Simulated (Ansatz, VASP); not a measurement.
**One calculation of Rh, two programs**

```xyz
1
Lattice="0.0000 1.9016 1.9016 1.8445 0.0000 1.9016 1.8445 1.9016 0.0000" Properties=species:S:1:pos:R:3 pbc="T T T"
Rh    0.0000    0.0000    0.0000
```

Change from the starting cell: strain -0.0300 x Voigt [1, 0, 0, 0, 0, 0], atoms carried along.

Alike in both runs: task single point; functional LDA; k mesh 22 × 22 × 22; occupations gaussian, width 0.15 eV; no spin polarisation.

|  | VASP | Ansatz |
| --- | --- | --- |
| version | VASP 6.6.1 | Ansatz 0.2.0 |
| potentials or method | VASP PAW LDA potentials, release 64 (Rh_pv) | scalar-relativistic, plane waves, PAW |
| plane-wave cutoff (eV) | 520 | 420 |
| valence electrons in the cell | 15 | 17 |

|  | VASP | Ansatz | Ansatz less VASP |
| --- | --- | --- | --- |
| gap on the k mesh at the Fermi level (eV) | none | none | - |
| pressure (GPa) | -1.5 | -2.5 | -0.96 |
| largest component of the traceless stress (GPa) | 5.27 | 5.28 | +0.015 |

A gap of «none» marks a metal or a gap that the smearing closes. The two sets of potentials don't hold the same shells in valence.
